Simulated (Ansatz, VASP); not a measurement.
# One calculation of BAs, two programs

File INCAR:

```
PREC = Accurate ; ENCUT = 520
EDIFF = 1E-6 ; ISMEAR = 0
SIGMA = 0.03 ; LREAL = False
LASPH = True ; NELM = 60
ALGO = Normal ; ISIF = 2
LWAVE = False ; LCHARG = True
GGA = PE ; LELF = True
LVHAR = True ; NBANDS = 11
```

File KPOINTS:

```
Automatic mesh
0
Gamma
  10 10 10
```

POSCAR

```
BAs
1.0
    0.0000000000      2.3885000000      2.3885000000
    2.3885000000      0.0000000000      2.3885000000
    2.3885000000      2.3885000000      0.0000000000
As B
1 1
Direct
    0.7500000000      0.7500000000      0.7500000000
    0.0000000000      0.0000000000      0.0000000000
```

File input.yaml:

```yaml
crystal:
  lattice:
    - [0.0, 2.3885, 2.3885]
    - [2.3885, 0.0, 2.3885]
    - [2.3885, 2.3885, 0.0]
  atoms:
    - { symbol: As, position: [0.75, 0.75, 0.75] }
    - { symbol: B, position: [0.0, 0.0, 0.0] }
hamiltonian:
  xc: pbe
  pseudopotentials: { kind: paw }
kpoints:
  mp_grid: { grid: [10, 10, 10] }
scf:
  occupations: { method: gaussian, width: 0.03 }
output:
  forces: true
  stress: true
  eigenvalues: true
  write_density: true
  write_potential: true
  elf: true
  volumetric_format: npy
```

Alike in both runs: task single point; functional PBE; k mesh 10 × 10 × 10; occupations gaussian, width 0.03 eV; no spin polarisation.

|  | VASP | Ansatz |
| --- | --- | --- |
| version | VASP 6.6.1 | Ansatz 0.2.0 |
| potentials or method | VASP PAW PBE potentials, release 64 (As, B) | Ansatz PAW |
| plane-wave cutoff (eV) | 520 | 420 |
| valence electrons in the cell | 8 | 18 |

|  | VASP | Ansatz | Ansatz less VASP |
| --- | --- | --- | --- |
| gap on the k mesh at the Fermi level (eV) | 1.18 | 1.18 | +0.009 |
| least direct gap on the mesh (eV) | 3.28 | 3.28 | +0.004 |
| pressure (GPa) | 3.4 | 2.8 | -0.66 |

The two sets of potentials don't hold the same shells in valence.

A k mesh can miss the band edges. PBE gaps usually lie below the measured ones, often by a third to a half.
